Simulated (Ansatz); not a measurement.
The system is KCl (Sylvite).

```xyz
2
Lattice="0.0000 3.1465 3.1465 3.1465 0.0000 3.1465 3.1465 3.1465 0.0000" Properties=species:S:1:pos:R:3 pbc="T T T"
K     0.0000    0.0000    0.0000
Cl    3.1465    3.1465    3.1465
```

Base run:

| Property | Result |
| --- | --- |
| Program | Ansatz 0.2.0 |
| Functional | PBE0 |
| Potentials or basis | all-electron PAW datasets made for the crystal |
| Cutoff | 250 eV (chosen from the basis error) |
| k mesh | 6 × 6 × 6 |
| Occupations | fermi-dirac, width 0.05 eV |
| Spin | no spin polarisation |

Its results: band gap on the k mesh 7.24 eV, direct; pressure 0.4 GPa.

Problem. The run is repeated on the same cell with these changes: functional from PBE0 to HSE06. What comes out?

Solution. Band gap on the k mesh 6.50 eV, direct; pressure 0.4 GPa.

